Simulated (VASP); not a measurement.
## VASP 6.6.1 run: BaS

INCAR

```
IBRION = -1
LCHARG = .FALSE.
EDIFF = 1E-7
ISIF = 2
NELECT = 16.5
LWAVE = .FALSE.
GGA = PE
ISMEAR = -1
PREC = Accurate
NELM = 71
NSW = 0
SIGMA = 0.02
LASPH = .TRUE.
ENCUT = 520
NBANDS = 15
LREAL = .TRUE.
```

KPOINTS

```
KPOINTS created by Atomic Simulation Environment
0
Gamma
8 8 8
0 0 0
```

POSCAR

```
Ba S
 1.0000000000000000
     0.0000000000000000    3.2117958737464081    3.2117958737464081
     3.2117958737464081    0.0000000000000000    3.2117958737464081
     3.2117958737464081    3.2117958737464081   -0.0000000000000000
 Ba  S
   1   1
Cartesian
 -0.0000000000000000 -0.0000000000000000 -0.0000000000000000
  3.2117958737464081  3.2117958737464081  3.2117958737464081
```

The recommended PBE PAW datasets give the neutral cell 16 valence electrons.

Command

```
mpirun -np 1 vasp_std
```

OSZICAR

```
N       E                     dE             d eps       ncg     rms          rms(c)
DAV:   1     0.832166868639E+02    0.83217E+02   -0.67893E+03   870   0.931E+02
DAV:   2    -0.405480852825E+01   -0.87271E+02   -0.80648E+02  1224   0.174E+02
DAV:   3    -0.861012917194E+01   -0.45553E+01   -0.45188E+01  1171   0.405E+01
DAV:   4    -0.868882177819E+01   -0.78693E-01   -0.78678E-01  1126   0.552E+00
DAV:   5    -0.869122797211E+01   -0.24062E-02   -0.24062E-02  1254   0.786E-01    0.508E+00
DAV:   6    -0.815730075979E+01    0.53393E+00   -0.82476E-01   982   0.513E+00    0.351E+00
DAV:   7    -0.815595438536E+01    0.13464E-02   -0.15265E-01  1046   0.217E+00    0.221E+00
DAV:   8    -0.815774427456E+01   -0.17899E-02   -0.13668E-02   961   0.891E-01    0.296E-01
DAV:   9    -0.815842743704E+01   -0.68316E-03   -0.15594E-03  1122   0.345E-01    0.150E-01
DAV:  10    -0.815878913203E+01   -0.36169E-03   -0.66427E-04   968   0.189E-01    0.172E-02
DAV:  11    -0.815878777384E+01    0.13582E-05   -0.15803E-05  1338   0.246E-02    0.126E-02
DAV:  12    -0.815878728448E+01    0.48936E-06   -0.14145E-06  1066   0.887E-03    0.412E-03
DAV:  13    -0.815878728639E+01   -0.19006E-08   -0.84942E-08   900   0.189E-03
   1 F= -.81587873E+01 E0= -.81574458E+01  d E =-.268288E-02
```

From OUTCAR

```
k-points           NKPTS =     29   k-points in BZ     NKDIM =     29   number of bands    NBANDS=     15

   NELECT =      16.5000    total number of electrons

   dimension x,y,z NGX =    36 NGY =   36 NGZ =   36
   dimension x,y,z NGXF=    72 NGYF=   72 NGZF=   72

  energy-cutoff  :      520.00
  volume of cell :       66.26
      direct lattice vectors                 reciprocal lattice vectors
     0.000000000  3.211795874  3.211795874    -0.155676145  0.155676145  0.155676145
     3.211795874  0.000000000  3.211795874     0.155676145 -0.155676145  0.155676145
     3.211795874  3.211795874  0.000000000     0.155676145  0.155676145 -0.155676145

 k-points in reciprocal lattice and weights: KPOINTS created by Atomic Simulation Env
   0.00000000  0.00000000  0.00000000       0.002
   0.12500000  0.00000000  0.00000000       0.016
   0.25000000  0.00000000  0.00000000       0.016
   0.37500000  0.00000000  0.00000000       0.016
   0.50000000  0.00000000  0.00000000       0.008
   0.12500000  0.12500000  0.00000000       0.012
   0.25000000  0.12500000  0.00000000       0.047
   0.37500000  0.12500000  0.00000000       0.047
   ...

 E-fermi :   4.4514

 k-point     1 :       0.0000    0.0000    0.0000
  band No.  band energies     occupation
      1     -24.7944      2.00000
      2      -9.8595      2.00000
      3      -9.8595      2.00000
      4      -9.8595      2.00000
      5      -9.2236      2.00000
      6       1.1314      2.00000
      7       1.1314      2.00000
      8       1.1314      2.00000
      9       4.4601      0.78447
     10       4.9953      0.00000
     11       4.9953      0.00000
     12       4.9953      0.00000
     13       5.9819      0.00000
     14       5.9819      0.00000
     15       9.5074      0.00000

 k-point     2 :       0.1250    0.0000    0.0000
  band No.  band energies     occupation
      1     -24.7882      2.00000
      2     -10.1786      2.00000
      3      -9.8652      2.00000
      4      -9.8652      2.00000
      5      -8.8921      2.00000
      6       0.7138      2.00000
      7       0.9304      2.00000
      8       0.9304      2.00000
      9       4.8967      0.00000
     10       5.1424      0.00000
     11       5.2270      0.00000
     12       5.2270      0.00000
     13       6.4223      0.00000
     14       6.4223      0.00000
     15      10.1509      0.00000

 k-point     3 :       0.2500    0.0000    0.0000
  band No.  band energies     occupation
      1     -24.7732      2.00000
      2     -10.6042      2.00000
      3      -9.8788      2.00000
      4      -9.8788      2.00000
      5      -8.4349      2.00000
      6      -0.0275      2.00000
      7       0.5297      2.00000
      8       0.5297      2.00000
      9       5.1416      0.00000
     10       5.8754      0.00000
     11       5.8754      0.00000
     12       6.2647      0.00000
     13       7.5303      0.00000
     14       7.5303      0.00000
     15      11.4743      0.00000

 ...

  Total        2.3946329      2.3946329      2.3946329      0.0000000     -0.0000000     -0.0000000
  in kB       57.8996207     57.8996207     57.8996207      0.0000000     -0.0000000     -0.0000000
  external PRESSURE =      57.8996207 kB  Pullay stress =       0.0000000 kB

 POSITION                                       TOTAL-FORCE (eV/Angst)
 -----------------------------------------------------------------------------------
      0.00000      0.00000      0.00000         0.000000      0.000000      0.000000
      3.21180      3.21180      3.21180        -0.000000      0.000000     -0.000000
 -----------------------------------------------------------------------------------
    total drift:                                0.000000      0.000000      0.000000

  FREE ENERGIE OF THE ION-ELECTRON SYSTEM (eV)
  ---------------------------------------------------
  free  energy   TOTEN  =        -8.1587872864 eV

  energy  without entropy=       -8.1561044019  energy(sigma->0) =       -8.15744584
```

It converged. Results: pressure 5.8 GPa.

The cell is charged and sits in a uniform background.

For comparison, a separate PBE run of the intended cell, on usual settings and not on those above, gives a gap of 2.13 eV on its mesh and a pressure of 0.6 GPa.

The run above took about 18 s on one core of a shared host (Intel Xeon 6975P-C) and held 0.2 GiB at most.
